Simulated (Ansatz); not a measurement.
Set up this calculation in Ansatz 0.2.0, as the native input.

```
Task                                : band structure
Functional                          : RPBE
Potentials or basis                 : Ansatz PAW
Cutoff                              : 420 eV (not typed: the program's choice for these potentials)
k mesh                              : 6 × 6 × 9
Occupations                         : fermi-dirac, width 0.05 eV
Spin                                : no spin polarisation
Path                                : [["G", "X", "M", "G", "Z", "R", "A", "Z"], ["X", "R"], ["M", "A"]]
Points for each segment of the path : 14
```

Crystal: MgF2 (Sellaite).

```
Mg F
1.0
     4.62500    0.00000    0.00000
     0.00000    4.62500    0.00000
     0.00000    0.00000    3.05200
Mg F
2 4
Direct
  0.50000 0.50000 0.50000
  0.00000 0.00000 0.00000
  0.80300 0.19700 0.50000
  0.69700 0.69700 0.00000
  0.19700 0.80300 0.50000
  0.30300 0.30300 0.00000
```

The input as run:

input.yaml

```yaml
crystal:
  lattice:
    - [4.625, 0.0, 0.0]
    - [0.0, 4.625, 0.0]
    - [0.0, 0.0, 3.052]
  atoms:
    - { symbol: Mg, position: [0.5, 0.5, 0.5] }
    - { symbol: Mg, position: [0.0, 0.0, 0.0] }
    - { symbol: F, position: [0.803, 0.197, 0.5] }
    - { symbol: F, position: [0.697, 0.697, 0.0] }
    - { symbol: F, position: [0.197, 0.803, 0.5] }
    - { symbol: F, position: [0.303, 0.303, 0.0] }
hamiltonian:
  xc: rpbe
  pseudopotentials: { kind: paw }
kpoints:
  mp_grid: { grid: [6, 6, 9] }
  band_path:
    path:
      - [[0.0, 0.0, 0.0], [0.0, 0.5, 0.0], [0.5, 0.5, 0.0], [0.0, 0.0, 0.0], [0.0, 0.0, 0.5], [0.0, 0.5, 0.5], [0.5, 0.5, 0.5], [0.0, 0.0, 0.5]]
      - [[0.0, 0.5, 0.0], [0.0, 0.5, 0.5]]
      - [[0.5, 0.5, 0.0], [0.5, 0.5, 0.5]]
    npoints: 14
scf:
  occupations: { method: fermi_dirac, width: 0.05 }
  n_extra_bands: 15
output:
  forces: true
  stress: true
  eigenvalues: true
  fatbands: false
```

Potentials or basis: Ansatz PAW.

Launch:

```console
$ ansatz run input.yaml --threads 2 --pin off --max-ram 5632MiB --backend cpu --events-out ev --progress --plain --runs-dir out
```

Results of the run:

| Property | Result |
| --- | --- |
| Pressure | 9.2 GPa |
| Largest force | 0.055 eV/Å |
| Band gap on the k mesh | 7.44 eV, direct |
| Band gap along the path | 7.44 eV, direct |

Caveat: the pressure holds a Pulay correction of +0.6 GPa for the finite cutoff; the PAW data sets come from PBE, with cores solved anew for the run's functional, which leaves a small shift of forces and pressure.

It took 8.2 s on 2 threads of Arm Neoverse V1 (shared host), peak memory 0.39 GiB.
